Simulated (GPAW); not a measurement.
Crystal: Se.

```
Se
1.0
     2.81056    0.00000    0.00000
     0.00000    2.81056    0.00000
     0.00000    0.00000    2.81056
Se
1
Direct
  0.00000 0.00000 0.00000
```

This isn't the form of Se at room conditions, which is trigonal, of chains.

* Program: GPAW 26.7.0
* Task: relaxation of cell and atoms
* Functional: LDA
* Potentials or basis: the program's PAW data sets (release 1.2.1) made for this functional
* Cutoff: 600 eV
* Basis: pw
* k mesh: 7 × 7 × 7
* Occupations: fermi-dirac, width 0.05 eV
* Spin: no spin polarisation

At the start: pressure -3.8 GPa; volume 22.20 Å³/atom.

Q: How do energy, volume and symmetry change on relaxing?

A: Over 4 steps the energy falls by 14.8 meV/atom and the volume is 21.10 Å³/atom (-5.0 %); space group Pm-3m (No. 221, to 0.05 Å).

The path:
```csv
step,energy change (eV),largest force (eV/Å),pressure (GPa),volume (Å³)
1,0.0000,0.0000,-3.83,22.20
2,-0.0099,0.0000,-2.24,21.70
3,-0.0148,0.0000,0.18,21.05
4,-0.0148,0.0000,-0.01,21.10
```

Final structure:
```
Se
1.0
     2.76329    0.00000    0.00000
     0.00000    2.76329    0.00000
     0.00000    0.00000    2.76329
Se
1
Direct
  0.00000 0.00000 0.00000
```

Caveat: later steps reuse the first step's grids.
